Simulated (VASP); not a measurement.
MgF$_{2}$ (rutile): the band gap from VASP (plane waves, PAW) at several levels of theory. Gaps are without spin-orbit coupling. Each level names its cell: its own relaxed one, PBE's, or the starting one. A gap is the smallest over the k-mesh and a band path; hybrids may have named points in place of the path, and GW has the mesh alone.

```
level              band gap (eV)  error against measurement (eV)
-----------------  -------------  ------------------------------
LDA (own cell)              7.16                           -5.24
PBE (own cell)              6.85                           -5.55
PBEsol (own cell)           6.92                           -5.48
TPSS (own cell)             7.29                           -5.11
SCAN (own cell)             8.09                           -4.31
r2SCAN (own cell)           8.11                           -4.29
```

Measured: 12.40 eV (as given by Andrés Aguado et al., Journal of the Physical Society of Japan (1999), arXiv:cond-mat/9901145).

The cell of the LDA (own cell) run:

```xyz
6
Lattice="4.5324 0.0000 0.0000 0.0000 4.5324 0.0000 0.0000 0.0000 2.9992" Properties=species:S:1:pos:R:3 pbc="T T T"
Mg     0.0000     0.0000     0.0000
Mg     2.2662     2.2662     1.4996
F      1.3722     1.3722     0.0000
F      3.6384     0.8940     1.4996
F      0.8940     3.6384     1.4996
F      3.1601     3.1601     0.0000
```

Only levels that ran to the end are used. Left out are those held back, those with too coarse a band path, GW runs whose mesh misses a band edge, hybrids' fits of cells that aren't cubic and levels without matching references; a question may draw on a part of the rest.

The compound is MgF2 in the rutile structure.
